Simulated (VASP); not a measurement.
These are PBEsol GGA, VASP's PBE PAW potentials (set 64) (plane waves; VASP) values and carry that method's errors.

A VASP calculation is set up with these files.

File POSCAR:
```
CsI(110) slab
1.0
  4.5169791301   0.0000000000   0.0000000000
  0.0000000000   6.3879731665   0.0000000000
  0.0000000000   0.0000000000  24.4079306362
Cs I
3 3
Direct
  0.0000000000   0.5000000000   0.3691410000
  0.0000000000   0.0000000000   0.5000000000
  0.0000000000   0.5000000000   0.6308590000
  0.5000000000   0.0000000000   0.3691410000
  0.5000000000   0.5000000000   0.5000000000
  0.5000000000   0.0000000000   0.6308590000
```

**INCAR**
```
! general
SYSTEM  = CsI(110) slab
PREC    = Normal
ENCUT   = 400
LREAL   = .FALSE.
LASPH   = .TRUE.

! electronic loop
EDIFF   = 1E-5
NELM    = 100
NELMIN  = 4
ALGO    = Normal
LMAXMIX = 4

! smearing
ISMEAR  = 0
SIGMA   = 0.05

! functional
GGA     = PS

! ions
IBRION  = 2
NSW     = 50
ISIF    = 2
EDIFFG  = -0.03

! output
LWAVE   = .TRUE.
LCHARG  = .FALSE.

! other
LDIPOL  = .TRUE.
IDIPOL  = 3
DIPOL   = 0.5 0.5 0.5
```

KPOINTS:
```
Automatic mesh
0
Gamma
5 3 1
0 0 0
```

POTCAR, in this order: Cs_sv I (PBE.64 set). Program: vasp_std.

What VASP printed:

**OSZICAR**
```
       N       E                     dE             d eps       ncg     rms          rms(c)
DAV:   1     0.414246807655E+03    0.41425E+03   -0.13826E+04   352   0.101E+03
DAV:   2     0.570788721912E+02   -0.35717E+03   -0.34960E+03   500   0.208E+02
DAV:   3    -0.144906101229E+02   -0.71569E+02   -0.71442E+02   384   0.101E+02
DAV:   4    -0.176449661375E+02   -0.31544E+01   -0.31517E+01   428   0.280E+01
DAV:   5    -0.176988450637E+02   -0.53879E-01   -0.53869E-01   416   0.348E+00    0.271E+00
DAV:   6    -0.171025090902E+02    0.59634E+00   -0.79257E-01   380   0.298E+00    0.177E+00
DAV:   7    -0.168780361170E+02    0.22447E+00   -0.67699E-01   384   0.276E+00    0.115E+00
DAV:   8    -0.168455413065E+02    0.32495E-01   -0.80311E-02   400   0.137E+00    0.254E-01
DAV:   9    -0.168404458390E+02    0.50955E-02   -0.21077E-02   384   0.506E-01    0.187E-01
DAV:  10    -0.168403262122E+02    0.11963E-03   -0.96309E-03   376   0.389E-01    0.878E-02
DAV:  11    -0.168417376289E+02   -0.14114E-02   -0.47878E-03   384   0.245E-01    0.926E-02
DAV:  12    -0.168447941546E+02   -0.30565E-02   -0.10710E-03   336   0.167E-01    0.469E-02
DAV:  13    -0.168458180010E+02   -0.10238E-02   -0.95187E-04   356   0.101E-01    0.359E-02
DAV:  14    -0.168466821406E+02   -0.86414E-03   -0.20141E-04   372   0.627E-02    0.253E-02
DAV:  15    -0.168471478225E+02   -0.46568E-03   -0.90100E-05   372   0.356E-02    0.774E-03
DAV:  16    -0.168473757869E+02   -0.22796E-03   -0.24504E-05   284   0.187E-02    0.478E-03
DAV:  17    -0.168475637866E+02   -0.18800E-03   -0.31030E-05   316   0.167E-02    0.590E-03
DAV:  18    -0.168476212599E+02   -0.57473E-04   -0.30730E-06   244   0.640E-03    0.274E-03
DAV:  19    -0.168477304399E+02   -0.10918E-03   -0.13674E-05   276   0.898E-03    0.233E-03
DAV:  20    -0.168477600999E+02   -0.29660E-04   -0.15263E-06   236   0.392E-03    0.108E-03
DAV:  21    -0.168477785801E+02   -0.18480E-04   -0.12789E-06   220   0.274E-03    0.493E-04
DAV:  22    -0.168477825457E+02   -0.39656E-05   -0.36474E-07   224   0.151E-03
   1 F= -.16847783E+02 E0= -.16847783E+02  d E =-.168478E+02
       N       E                     dE             d eps       ncg     rms          rms(c)
DAV:   1    -0.168483084350E+02   -0.52985E-03   -0.60197E-02   360   0.855E-01    0.261E-02
DAV:   2    -0.168484252559E+02   -0.11682E-03   -0.13172E-03   360   0.135E-01    0.121E-02
DAV:   3    -0.168484236921E+02    0.15638E-05   -0.11854E-05   292   0.171E-02    0.855E-03
DAV:   4    -0.168484222456E+02    0.14465E-05   -0.42491E-06   228   0.979E-03
   2 F= -.16848422E+02 E0= -.16848422E+02  d E =-.639700E-03
       N       E                     dE             d eps       ncg     rms          rms(c)
DAV:   1    -0.168489821195E+02   -0.55843E-03   -0.54030E-01   360   0.257E+00    0.771E-02
DAV:   2    -0.168500487043E+02   -0.10666E-02   -0.11836E-02   348   0.406E-01    0.371E-02
DAV:   3    -0.168500441568E+02    0.45475E-05   -0.11716E-04   388   0.517E-02    0.273E-02
DAV:   4    -0.168500427324E+02    0.14244E-05   -0.20009E-05   296   0.202E-02
   3 F= -.16850043E+02 E0= -.16850043E+02  d E =-.226019E-02
       N       E                     dE             d eps       ncg     rms          rms(c)
DAV:   1    -0.168478253397E+02    0.22188E-02   -0.21535E+00   336   0.514E+00    0.155E-01
DAV:   2    -0.168521309034E+02   -0.43056E-02   -0.47632E-02   360   0.818E-01    0.747E-02
DAV:   3    -0.168521299175E+02    0.98589E-06   -0.47660E-04   412   0.105E-01    0.556E-02
DAV:   4    -0.168521284984E+02    0.14192E-05   -0.83136E-05   356   0.407E-02
   4 F= -.16852128E+02 E0= -.16852128E+02  d E =-.434595E-02
```

File OUTCAR:
```
------------------------ aborting loop because EDIFF is reached ----------------------------------------
  FORCE on cell =-STRESS in cart. coord.  units (eV):
  Direction    XX          YY          ZZ          XY          YZ          ZX
  --------------------------------------------------------------------------------------
  Total        0.2936370     -2.1157966     -0.3489275      0.0000000      0.0000000      0.0000000
  in kB        0.6680043     -4.8132938     -0.7937865      0.0000000      0.0000000      0.0000000
  external PRESSURE =      -1.6463587 kB  Pullay stress =       0.0000000 kB
  volume of cell :      704.27
      direct lattice vectors                 reciprocal lattice vectors
     4.516979130  0.000000000  0.000000000     0.221386898  0.000000000  0.000000000
     0.000000000  6.387973167  0.000000000     0.000000000  0.156544177  0.000000000
     0.000000000  0.000000000 24.407930636     0.000000000  0.000000000  0.040970290
 POSITION                                       TOTAL-FORCE (eV/Angst)
 -----------------------------------------------------------------------------------
      4.51698      3.19399      9.04881         0.000000     -0.000000      0.029700
      0.00000      0.00000     12.20397         0.000000     -0.000000      0.000000
      0.00000      3.19399     15.35913        -0.000000      0.000000     -0.029700
      2.25849      0.00000      9.00036         0.000000      0.000000      0.004064
      2.25849      3.19399     12.20397         0.000000     -0.000000      0.000000
      2.25849      0.00000     15.40757         0.000000     -0.000000     -0.004064
 -----------------------------------------------------------------------------------
    total drift:                               -0.000000     -0.000000     -0.000000
  FREE ENERGIE OF THE ION-ELECTRON SYSTEM (eV)
  ---------------------------------------------------
  free  energy   TOTEN  =       -16.8521284984 eV

  energy  without entropy=      -16.8521284984  energy(sigma->0) =      -16.85212850

 reached required accuracy - stopping structural energy minimisation
```
(Selected blocks of OUTCAR.)

### CONTCAR
```
CsI(110) slab
   1.00000000000000
     4.5169791301000002    0.0000000000000000    0.0000000000000000
     0.0000000000000000    6.3879731665000001    0.0000000000000000
     0.0000000000000000    0.0000000000000000   24.4079306361999997
  Cs              I
     3     3
Direct
     1.0000000000000000    0.5000000000000000    0.3707321785509605
     0.0000000000000000    0.0000000000000000    0.5000000000000000
     0.0000000000000000    0.5000000000000000    0.6292678214490395
     0.5000000000000000    0.0000000000000000    0.3687472023910356
     0.5000000000000000    0.5000000000000000    0.5000000000000000
     0.5000000000000000    0.0000000000000000    0.6312527976089644
```

File OUTCAR:
```
 val. band max:       -2.4880661070   @ k =   0.0000   0.0000   0.0000

 cond. band min:       0.8686342028   @ k =   0.0000   0.0000   0.0000


 Fermi energy:        -2.2088840951

 k-point     1 :       0.0000    0.0000    0.0000
  band No.  band energies     occupation
      1     -23.3663      2.00000
      2     -23.3649      2.00000
      3     -22.9567      2.00000
      4     -13.5456      2.00000
      5     -13.1667      2.00000
      6     -13.1255      2.00000
      7     -10.3061      2.00000
      8     -10.2471      2.00000
      9     -10.1806      2.00000
     10     -10.1722      2.00000
     11     -10.0188      2.00000
     12     -10.0105      2.00000
     13      -9.8373      2.00000
     14      -9.7312      2.00000
     15      -9.5927      2.00000
     16      -3.7439      2.00000
     17      -3.5325      2.00000
     18      -3.3550      2.00000
     19      -3.1584      2.00000
     20      -2.9803      2.00000
     21      -2.9621      2.00000
     22      -2.9230      2.00000
     23      -2.5500      2.00000
     24      -2.4881      2.00000
     25       0.8686      0.00000
     26       1.4118      0.00000
     27       1.4308      0.00000
     28       1.7222      0.00000

 k-point     2 :       0.2000    0.0000    0.0000
  band No.  band energies     occupation
      1     -23.3573      2.00000
      2     -23.3560      2.00000
      3     -22.9476      2.00000
      4     -13.5213      2.00000
      5     -13.1354      2.00000
      6     -13.1006      2.00000
      7     -10.2785      2.00000
      8     -10.2087      2.00000
      9     -10.1978      2.00000
     10     -10.1478      2.00000
     11     -10.1396      2.00000
     12     -10.1113      2.00000
     13      -9.8067      2.00000
     14      -9.7318      2.00000
     15      -9.7158      2.00000
     16      -3.7552      2.00000
     17      -3.6974      2.00000
     18      -3.5067      2.00000
     19      -3.2810      2.00000
     20      -3.2480      2.00000
...
```

Unless said otherwise, spin-orbit coupling is left out, though it shifts the bands of the heavy elements here.

The cell is a thin slab with vacuum, built from CsI (CsCl type): (110) face.
